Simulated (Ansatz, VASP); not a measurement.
# Sr: VASP beside Ansatz

Contents of INCAR:

```
SYSTEM = Sr
PREC     = Accurate       ! precision mode
ENCUT    = 520            ! plane-wave cutoff, eV
EDIFF    = 1E-7           ! SCF threshold, eV
ISMEAR   = -1             ! smearing method
SIGMA    = 0.1            ! smearing width, eV
LREAL    = .FALSE.        ! projectors in reciprocal space
LASPH    = .TRUE.         ! aspherical terms in the spheres
NELM     = 100            ! most SCF steps
ALGO     = Normal         ! electronic algorithm
ISIF     = 2              ! what is computed and relaxed
LWAVE    = .FALSE.        ! write WAVECAR
LCHARG   = .FALSE.        ! write CHGCAR
GGA      = RP             ! functional
NBANDS   = 11             ! bands
```

KPOINTS

```
regular mesh
0
G
  10 10 10
  0 0 0
```

POSCAR

```
Sr
1.0
   -2.4044475063      2.4044475063      2.4044475063
    2.4044475063     -2.4044475063      2.4044475063
    2.4044475063      2.4044475063     -2.4044475063
Sr
1
Direct
    0.0000000000      0.0000000000      0.0000000000
```

Input for Ansatz:

```yaml
crystal:
  lattice:
    - [-2.4044475063, 2.4044475063, 2.4044475063]
    - [2.4044475063, -2.4044475063, 2.4044475063]
    - [2.4044475063, 2.4044475063, -2.4044475063]
  atoms:
    - { symbol: Sr, position: [0.0, 0.0, 0.0] }
hamiltonian:
  xc: rpbe
  pseudopotentials:
    kind: paw
    azcp:
      Sr: "pseudopotentials/Sr.paw.azcp"
basis:
  ecutwfc: 420
  fft_grid_basis: typed
kpoints:
  mp_grid: { grid: [10, 10, 10], shift: [0, 0, 0] }
magnetization:
  spin_polarized: false
scf:
  occupations: { method: fermi_dirac, width: 0.1 }
  lower_state_search: "off"
output:
  stress: true
```

Alike in both runs: task single point; functional RPBE; k mesh 10 × 10 × 10; occupations fermi-dirac, width 0.1 eV; no spin polarisation.

|  | VASP | Ansatz |
| --- | --- | --- |
| version | VASP 6.6.1 | Ansatz 0.2.0 |
| potentials or method | VASP PAW PBE potentials, release 64 (Sr_sv) | plane waves (420 eV) with PAW, scalar-relativistic |
| plane-wave cutoff (eV) | 520 | 420 |
| valence electrons in the cell | 10 | 10 |

|  | VASP | Ansatz | Ansatz less VASP |
| --- | --- | --- | --- |
| pressure (GPa) | 0.5 | 0.5 | -0.01 |

With one functional, cell and mesh, what is left measures potentials, basis and numerics.

Caveats: the PAW data sets were made with another functional, which shifts forces and pressure a little (VASP).
